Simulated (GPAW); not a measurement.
Runs of GPAW 26.7.0 on C. It takes space group P6_3/mmc (No. 194, hexagonal). Conventional cell: a = 2.522 Å, b = 2.522 Å, c = 8.237 Å, α = 90.00°, β = 90.00°, γ = 120.00°. C (site symmetry 3m) has 4 C at 1.54 Å as nearest neighbours. C (site symmetry 3m) is surrounded by 4 C at 1.54 Å. This is a hexagonal form of diamond, not graphite.

| task | level | potentials or basis | cell | band path | band points | optimizer | fmax | max steps | gap on the mesh (eV) | pressure (GPa) | relaxed volume (Å³/atom) | largest force (eV/Å) |
| --- | --- | --- | --- | --- | --- | --- | --- | --- | --- | --- | --- | --- |
| band structure | MS2 | GPAW PAW data sets (gpaw-data 1.2.1), pw | as given | GMKGALHA,LM,KH | 60 | - | - | - | (a) | -6.1 | - | 0.33 |
| relaxation of cell and atoms | PBEsol+D3 | PAW data sets generated in the run's folder for this functional, pw | relaxed | - | - | BFGS | 0.05 eV/Å | 60 | 4.44 | 0.3 | 5.58 | 0.01 |
| band structure | C09-vdW | GPAW PAW data sets (gpaw-data 1.2.1), pw | as given | GMKGALHA,LM,KH | 60 | - | - | - | 4.39 | - | - | 0.34 |
| band structure | PBE | GPAW PAW data sets (gpaw-data 1.2.1), pw | as given | GMKGALHA,LM,KH | 100 | - | - | - | 4.42 | (c) | - | 0.33 |
| relaxation of cell and atoms | SOGGA | PAW data sets generated in the run's folder for this functional, pw | relaxed | - | - | LBFGS | 0.02 eV/Å | 40 | 4.44 | 0.2 | 5.60 | 0.01 |
| relaxation of cell and atoms | r4SCAN | GPAW PAW data sets (gpaw-data 1.2.1), pw | relaxed to 5 GPa | - | - | FIRE | 0.02 eV/Å | 40 | 4.88 | 4.9 | - | 0.02 |
| relaxation of cell and atoms | revPBE | the program's PAW data sets (release 1.2.1) made for this functional, pw | relaxed to 2 GPa | - | - | LBFGS | 0.02 eV/Å | 60 | 4.52 | 1.8 | - | 0.01 |
| relaxation of cell and atoms | BLYP+D3(BJ) | PAW data sets generated in the run's folder for this functional, pw | relaxed | - | - | BFGS | 0.02 eV/Å | 100 | 4.89 | -0.1 | (b) | 0.01 |

Alike in all rows: no spin polarisation; k mesh 7 × 7 × 2; cutoff (eV) 800; smearing fermi-dirac 0.05 eV.

Problem. Fill in the values left out.

Solution. (a) 4.99; (b) 5.68; (c) 1.9.

Caveats: later steps reuse the first step's grids (some runs); an odd mesh through Γ misses points on the zone boundary, where band edges often lie (some runs); the PAW data sets were made with another functional, which shifts forces and pressure a little (some runs).
